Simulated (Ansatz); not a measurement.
# TiB2: do energies and stresses tell the same story?

These are results of Ansatz 0.2.0, DFT PBEsol, scalar-relativistic, plane waves, PAW, not measurements.

Settings: cutoff 420 eV, Γ-centred mesh 18×18×14 on the computed 3-atom cell, Gaussian smearing of 0.10 eV; no spin polarisation.

Relaxed cell: P6/mmm, a = 3.017 Å, b = 3.017 Å, c = 3.186 Å, α = 90.00°, β = 90.00°, γ = 120.00°, 3 atoms in the primitive cell. Whether it is the stable form of this composition wasn't checked.

Energies at zero smearing and pressures from the stress tensor, at volumes with shape and atoms relaxed:
| V (Å³/atom) | E − E(first) (meV/atom) | P (GPa) |
| --- | --- | --- |
| 7.368 | 0.00 | 43.07 |
| 7.619 | -56.82 | 29.78 |
| 7.870 | -94.29 | 18.33 |
| 8.121 | -115.10 | 8.47 |
| 8.372 | -121.55 | -0.03 |
| 8.623 | -115.59 | -7.37 |
| 8.875 | -98.93 | -13.72 |
| 9.209 | -62.55 | -20.85 |

Problem. Check P = −dE/dV between neighbouring volumes, and get the bulk modulus from the pressures alone.

Solution. With 1 eV/Å³ = 160.2 GPa:
| middle V (Å³/atom) | −ΔE/ΔV (GPa) | mean P (GPa) |
| --- | --- | --- |
| 7.493 | 36.244 | 36.423 |
| 7.744 | 23.901 | 24.057 |
| 7.995 | 13.276 | 13.402 |
| 8.247 | 4.113 | 4.218 |
| 8.498 | -3.799 | -3.699 |
| 8.749 | -10.630 | -10.542 |
| 9.042 | -17.403 | -17.283 |

The two differ by 0.18 GPa at most. The mean of two end pressures misses the average over a step by about ΔV² P″/12, up to 0.17 GPa here; with that taken off 0.01 GPa remains. Around V = 8.372 Å³/atom, the two neighbours give B = −V ΔP/ΔV = 8.372 × 15.84 / 0.502 = 263.9 GPa, against B0 = 263.2 GPa from the Birch–Murnaghan fit of the energies.